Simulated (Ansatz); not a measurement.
**HfO2: band gap under strain**

How does strain move the band edges of HfO2 in the fluorite structure, and do the functionals agree on it? States: no strain; -3.0 % strain along [111] alone; -2.5 % biaxial strain in x and y, free along z.

Program: Ansatz 0.2.0. PAW datasets, plane waves. Computed at 0 K without zero-point motion; spin polarisation is off.

### Step 1. The structure to begin with

The unstrained cell was relaxed with r2SCAN; in each strained cell the atoms were relaxed again with r2SCAN. Names of k-points are those of the unstrained zone, where strain can split equivalent points. First state: no strain.

Space group Fm-3m (No. 225), cubic; conventional cell a = 5.058 Å, 10.79 Å³ an atom. Hf has 8 O at 2.19 Å; O has 4 Hf at 2.19 Å.

The structure in full:

```xyz
3
Lattice="0.0000 2.5292 2.5292 2.5292 0.0000 2.5292 2.5292 2.5292 0.0000" Properties=species:S:1:pos:R:3 pbc="T T T"
Hf    0.0000    0.0000    0.0000
O     1.2646    1.2646    1.2646
O     3.7938    3.7938    3.7938
```

### Step 2. No strain: PBE

The input, input.yaml:

```yaml
crystal:
  lattice:
    - [0.0, 2.5291823192, 2.5291823192]
    - [2.5291823192, 0.0, 2.5291823192]
    - [2.5291823192, 2.5291823192, 0.0]
  atoms:
    - { symbol: Hf, position: [0.0, 0.0, 0.0] }
    - { symbol: O, position: [0.25, 0.25, 0.25] }
    - { symbol: O, position: [0.75, 0.75, 0.75] }
kpoints:
  mp_grid: { grid: [8, 8, 8] }
  band_path:
    path:
      - [0.0, 0.0, 0.0]
      - [0.5, 0.0, 0.5]
      - [0.625, 0.25, 0.625]
      - [0.375, 0.375, 0.75]
      - [0.5, 0.5, 0.5]
      - [0.5, 0.25, 0.75]
      - [0.0, 0.5, 0.5]
    npoints: 1
hamiltonian:
  xc: pbe
scf:
  occupations: { method: fermi_dirac, width: 0.02 }
  n_extra_bands: 4
output:
  forces: true
  stress: true
  eigenvalues: true
```

Run with:

```console
$ ansatz run input.yaml --threads 4 --pin off --max-ram 4608MiB --backend cpu --events-out ev --progress --plain --runs-dir out
```

After this run come: No strain: r2SCAN; No strain: HSE06; -3.0 % strain along [111] alone: PBE; -3.0 % strain along [111] alone: r2SCAN; -3.0 % strain along [111] alone: HSE06; -2.5 % biaxial strain in x and y, free along z: PBE; -2.5 % biaxial strain in x and y, free along z: r2SCAN; -2.5 % biaxial strain in x and y, free along z: HSE06.

Q: Predict the outcome of this session.

The runs gave:

Least gap in eV (negative: overlap), with the change from the unstrained cell in brackets:

| state | volume change (%) | PBE | r2SCAN | HSE06 |
| --- | --- | --- | --- | --- |
| no strain | +0.0 | 3.80 | 4.30 | 5.41 |
| -3.0 % strain along [111] alone | -3.0 | 3.88 (+0.08) | 4.39 (+0.09) | 5.50 (+0.09) |
| -2.5 % biaxial strain in x and y, free along z | -4.0 | 3.57 (-0.23) | 4.10 (-0.20) | 5.24 (-0.17) |

The largest move of the HSE06 gap in the table is -0.172 eV, under -2.5 % biaxial strain in x and y, free along z. PBE and HSE06 differ by 1.61 eV on the unstrained gap, and by at most 0.06 eV on its change: the two disagree on the size of the gap but agree on its response to strain. In PBE the gap turns indirect under -2.5 % biaxial strain in x and y, free along z. Spin-orbit coupling is left out of the table, though the cell holds Hf (Z = 72); in an element this heavy it can shift bands and gaps by tenths of an eV.
